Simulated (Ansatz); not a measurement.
Ansatz input

```yaml
crystal:
  lattice:
    - [3.0078224778, 0.0, 0.0]
    - [-1.5039112389, 2.6048506759, 0.0]
    - [0.0, 0.0, 9.924027086]
  atoms:
    - { symbol: Ag, position: [0.3333333333, 0.6666666667, 0.25] }
    - { symbol: Ag, position: [0.6666666667, 0.3333333333, 0.75] }
    - { symbol: Ag, position: [0.0, 0.0, 0.0] }
    - { symbol: Ag, position: [1.0, 1.0, 0.5] }
hamiltonian:
  xc: rpbe
  pseudopotentials:
    kind: paw
    azcp:
      Ag: "pseudopotentials/Ag.paw.azcp"
basis:
  ecutwfc: 420
  fft_grid_basis: typed
kpoints:
  mp_grid: { grid: [14, 14, 4], shift: [0, 0, 0] }
magnetization:
  spin_polarized: false
scf:
  occupations: { method: fermi_dirac, width: 0.1 }
  lower_state_search: "off"
output:
  stress: true
  write_density: true
  write_potential: true
  elf: true
  volumetric_format: npy
```

Terminal output

```
Engine: ansatz 0.2.0, aarch64-unknown-linux-gnu
Pseudopotentials: kind: paw
Pseudopotential: Ag, paw, valence charge 19, recommended cutoff 420 eV (normal) 
Functional definition: RPBE
  parameter kappa = 0.804
  parameter beta = 0.06672455060314922
  exchange = rpbe_x(kappa = kappa, mu = beta*pi^2/3)
  correlation = pbe_c(beta = beta)
Crystal: 4 atoms, lattice volume = 77.754 Å³
Basis set: ecut = 420 eV, 1497 PW (Γ)
Bands: 46, of which v1, the nominal top of the filled ones, is band 38 counted from 1 (37 counted from 0)
Symmetry: 24 space group operations
Space group: P63/mmc (ITA 194), of the structure as read, at distance tolerance 4.3e-5 Å
k-points: 72 of 784
Non-local potential: Ag, projectors of the file, l = 0: 3, l = 1: 2, l = 2: 2, l = 3: 1
PAW form: soft (Blöchl's): semilocal exchange-correlation on the pseudo side does not see the compensation charge
PAW frozen core: Ag, regenerated for the run's functional, and the local potential with it (the file was generated under x = pbe(κ = 0.804, μ = 0.2195149727645171), c = pbe(β = 0.06672455060314922))
PAW one-centre angular grid: Ag, 590 points (default); XC on 64 Gauss nodes
Initial density: superposition of atomic densities (neutral atoms: chi_scale 0, normalization atom), corrected by the library's trained network
Initial wavefunctions: pseudopotential atomic-orbital guess
Functional: x = rpbe, c = pbe(β = 0.06672455060314922)
SCF iter   1: F=—  HF=-30394.160917 eV  |F-HF|=—  |Δ(HF+E_count)|=         —  Δρ=5.07e-3  dr2=1.88e-2  ethr=1.77e-3  ⟨swp⟩=5.5  Hψ=10541  notcnv=0  defer=78
SCF iter   2: F=—  HF=-30394.157650 eV  |F-HF|=—  |Δ(HF+E_count)|=   3.27e-3  Δρ=1.62e-3  dr2=1.59e-3  ethr=2.48e-5  ⟨swp⟩=2.6  Hψ=5825  notcnv=0  defer=81
SCF iter   3: F=—  HF=-30394.157480 eV  |F-HF|=—  |Δ(HF+E_count)|=   1.69e-4  Δρ=6.79e-4  dr2=1.82e-4  ethr=2.09e-6  ⟨swp⟩=2.3  Hψ=4307  notcnv=0  defer=81
SCF iter   4: F=—  HF=-30394.157519 eV  |F-HF|=—  |Δ(HF+E_count)|=   3.90e-5  Δρ=8.37e-5  dr2=4.31e-6  ethr=2.39e-7  ⟨swp⟩=2.2  Hψ=5146  notcnv=0  defer=81
SCF iter   5: F=—  HF=-30394.157501 eV  |F-HF|=—  |Δ(HF+E_count)|=   1.81e-5  Δρ=2.23e-5  dr2=6.92e-7  ethr=5.67e-9  ⟨swp⟩=2.1  Hψ=4829  notcnv=0  defer=81
SCF iter   6: F=-30394.157501 eV  HF=-30394.157501 eV  |F-HF|=2.94e-8  |Δ(HF+E_count)|=   8.22e-8  Δρ=7.37e-6  dr2=5.54e-8  ethr=1.32e-10  ⟨swp⟩=10.4  Hψ=22094  notcnv=0
SCF 1 converged in 6 iterations: F = -30394.157501 eV  dr2 = 5.54e-8
SCF converged after 6 iterations
Free energy (F): -30394.157501 eV
Harris-Foulkes:  -30394.157501 eV  (|F-HF|=2.94e-8)
Internal energy: -30394.118624 eV  (E = F + TS)
E sigma→0 (E₀):  -30394.138063 eV
Entropy (-TS):   -0.038877 eV (-9.719 meV/atom)
Fermi energy:    14.740719 eV
--- Per-component energies (eV) ---
  E_band       = -1111.319468
  E_kinetic    = 2105.234759
  E_local      = -9588.279229  (includes V_loc(G=0)·N_el)
  E_nonlocal   = 317.905765
  E_hartree    = 4318.055953
  E_xc         = -737.698732
  E_vxc        = -935.197813  (∫ρ·V_xc dr)
  E_paw        = -15641.282623  (= ΣΔE_a)
  E_vpaw       = -1647.107201  (= ΣTr[D̂ρ^β])
  E_aug_tail   = 0.001270  (compensation charges beyond the density's cutoff)
  E_ewald      = -11167.613250
  E_core_change = -0.442538  (= ΣΔE_core)
  E_smearing   = -0.038877  (= −TS)
  E_closure    = 0.000000  (closes the sum)
  Σ components = -30394.157501   (vs F -30394.157501, Δ=0.00e0)
--- Stress (GPa, compression-positive) ---
       -2.194242       0.000000       0.000000
        0.000000      -2.194242       0.000000
        0.000000       0.000000      -3.022898
  P = ⅓ Tr σ = -2.4705 GPa (-24.705 kbar)
--- Band table (eV; the first three rows and the last of 72) ---
  k-point 0: bands = ["-76.9352", "-76.9321", "-76.9296", "-76.9265", "-40.4615", "-40.4162", "-40.4140", "-40.3807", "-40.3807", "-40.3749", "-40.3749", "-40.3723", "-40.3723", "-40.3685", "-40.3664", "-40.3664", "7.8987", "9.0832", "9.0965", "9.0974", "10.3195", "10.3537", "10.3537", "10.3632", "10.3632", "10.5171", "10.5171", "10.5482", "10.5482", "10.6369", "10.6423", "11.0327", "11.0327", "11.2925", "11.2925", "11.4461", "11.4461", "11.7541", "11.7541", "14.6228", "17.5707", "24.7223", "24.7311", "29.7791", "30.0295", "30.7630"]
  k-point 1: bands = ["-76.9349", "-76.9329", "-76.9288", "-76.9268", "-40.4579", "-40.4329", "-40.3973", "-40.3802", "-40.3802", "-40.3766", "-40.3766", "-40.3721", "-40.3706", "-40.3706", "-40.3670", "-40.3670", "8.0068", "8.7498", "9.1031", "9.1877", "10.3015", "10.3049", "10.3706", "10.3706", "10.3829", "10.3829", "10.4912", "10.4912", "10.5198", "10.5198", "11.0684", "11.0684", "11.2372", "11.2372", "11.4493", "11.5166", "11.5166", "11.7206", "11.7206", "13.8556", "18.5279", "22.4798", "26.9987", "29.8509", "30.0341", "30.4334"]
  k-point 2: bands = ["-76.9341", "-76.9341", "-76.9276", "-76.9276", "-40.4479", "-40.4479", "-40.3822", "-40.3822", "-40.3787", "-40.3787", "-40.3787", "-40.3787", "-40.3685", "-40.3685", "-40.3685", "-40.3685", "8.3153", "8.3153", "9.1519", "9.1519", "10.2679", "10.2679", "10.4061", "10.4061", "10.4061", "10.4061", "10.4679", "10.4679", "10.4679", "10.4679", "11.1489", "11.1489", "11.1489", "11.1489", "11.6309", "11.6309", "11.6309", "11.6309", "12.5908", "12.5908", "20.3656", "20.3656", "29.0775", "29.0775", "30.0042", "30.0042"]
  k-point 71: bands = ["-76.9252", "-76.9252", "-76.9227", "-76.9227", "-40.4442", "-40.4442", "-40.4383", "-40.4383", "-40.4276", "-40.4276", "-40.4194", "-40.4194", "-40.3972", "-40.3972", "-40.3923", "-40.3923", "9.5687", "9.5687", "9.8040", "9.8040", "9.9726", "9.9726", "10.1480", "10.1480", "10.4921", "10.4921", "10.5060", "10.5060", "10.9445", "10.9445", "11.2302", "11.2302", "11.6513", "11.6513", "11.7714", "11.7714", "17.3871", "17.3871", "17.6389", "17.6389", "19.2054", "19.2054", "20.6420", "20.6420", "21.3866", "21.3866"]
```

Command:

```sh
ansatz run input.yaml --threads 2 --pin off --max-ram 5120MiB --backend cpu --events-out ev --progress --plain --runs-dir out
```

On 2 threads of Arm Neoverse V2 (shared host) this took about 6.4 s of wall time and 13 s of CPU time.
